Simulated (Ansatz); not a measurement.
InN (wurtzite)

```
InN
1.0
    3.58053     0.00000     0.00000
   -1.79026     3.10083     0.00000
    0.00000     0.00000     5.78779
In N
2 2
Direct
  0.66667   0.33333   0.50197
  0.33333   0.66667   0.00197
  0.66667   0.33333   0.12323
  0.33333   0.66667   0.62323
```

The slice is a (0001) plane (indices of the conventional cell) through the point (0.667, 0.333, 0.502) (fractional), spanned by u = [110] and v = [1 -1 0] in vectors of this cell: u (3.58 Å) and v (6.20 Å, at 90° to u). It covers one period; positions are fractions (u, v).

Level of theory: PBE (plane waves to 420 eV, PAW, scalar-relativistic; Ansatz, a program for electronic structure). k mesh 11×11×6. These are valence fields of a PAW run, semicore shells included where kept as valence: close to a nucleus they are smooth pseudo fields. At this level the bands of InN touch or barely overlap; measurements give the solid a gap. InN was relaxed with its symmetry unable to fall.

**Question.** Sketch the electrostatic potential energy of an electron, from the cell's mean on this plane as a map.

**Answer.** 
```
|xxxxx -#@@@#- xxxx|
|xxxxx =#@@@#= xxxx|
|xxxx  +%@@@%+  xxx|
|xxx  =*%@@@%*=  xx|
|   .=*%@@@@@%*=.  |
|::=+#%@@@@@@@%#+=:|
|**#%@@@@@@@@@@@%#*|
|xx%@@@@%%%%%@@@@%x|
|xxx%@@%#*+*#%@@%xx|
|xxx%%#+-:.:-+#%%xx|
|xxx##=.     .=##xx|
|xxx*=  xxxxx  =*xx|
|xx#+. xxxxxxx .+#x|
|%%#= xxxxxxxxx =#%|
|@@#- xxxxxxxxx -#@|
|@@#- xxxxxxxxx -#@|
|@@#- xxxxxxxxx -#@|
|@@#= xxxxxxxxx =#@|
|@@%+  xxxxxxx  +%@|
|@@%*=  xxxxx  =*%@|
|@@@%*=.     .=*%@@|
|@@@@%#+=:::=+#%@@@|
|@@@@@@%#***#%@@@@@|
|%%%@@@@%xxx%@@@@%%|
|+*#%@@%xxxxx%@@%#*|
|.:-+#%%xxxxx%%#+-:|
|   .=##xxxxx##=.  |
|xxx  =*xxxxx*=  xx|
|xxxx .+#xxx#+. xxx|
|xxxxx =#%%%#= xxxx|
|xxxxx -#@@@#- xxxx|
|xxxxx -#@@@#- xxxx|
```
Scale: ten equal steps from -1.00 (start of ' ') to 7.33 (end of '@'), in the order ' .:-=+*#%@'. Values: electrostatic potential energy of an electron, from the cell's mean, in eV. The map has 18 points along u (one character each, u = 0 at the left) and 32 along v (v = 0 in the bottom row). Points within 0.9 Å of a nucleus are blanked (x), as the pseudised field means little there. Values under -1 eV are set to -1. The zero, the cell's mean, hangs on the PAW cores.
